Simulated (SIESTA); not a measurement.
Crystal: AlAu.

```
Au Al
1.0
     3.22394    0.00000    0.00000
     0.00000    3.22394    0.00000
     0.00000    0.00000    3.22394
Au Al
1 1
Direct
  0.50000 0.50000 0.50000
  0.00000 0.00000 0.00000
```

The cell comes from a database or a generator and needn't be the stable form of this composition.

* Program: SIESTA 5.4.2
* Task: single point
* Functional: PBEsol
* Potentials or basis: PseudoDojo 0.4 standard (PBEsol files)
* Basis: DZP (energy shift 0.003 Ry; two zetas on semicore shells)
* Grid cutoff: 800 Ry
* Energy shift: 0.003 Ry
* k mesh: 8 × 8 × 8
* Occupations: fermi-dirac, width 0.05 eV
* Spin: no spin polarisation

On this cell: pressure -5.2 GPa; largest force zero by symmetry; band gap on the k mesh none (metal or under the smearing width).

The same run follows on a disturbed copy (atoms moved at random, drawn with an rms of 0.05 Å):

```
Au Al
1.0
     3.22394    0.00000    0.00000
     0.00000    3.22394    0.00000
     0.00000    0.00000    3.22394
Au Al
1 1
Direct
  0.49221 0.49701 0.49416
  0.99426 0.00878 0.00983
```

Question: What does the disturbed cell give?

Answer: The energy (extrapolated to zero smearing) moves by +1.6 meV/atom; pressure -5.1 GPa; largest force 0.103 eV/Å; band gap on the k mesh none (metal or under the smearing width).

Forces on the atoms (eV/Å):
```
Au   0.011  0.062  0.081
Al  -0.011 -0.061 -0.081
```

Stress tensor (GPa, compression positive):
```
-5.02  0.02  0.02
 0.02 -5.04  0.13
 0.02  0.13 -5.09
```

Caveats: short orbitals over semicore shells can move pressures by several GPa; the basis of atomic orbitals isn't converged, which shifts pressures, moduli and gaps.
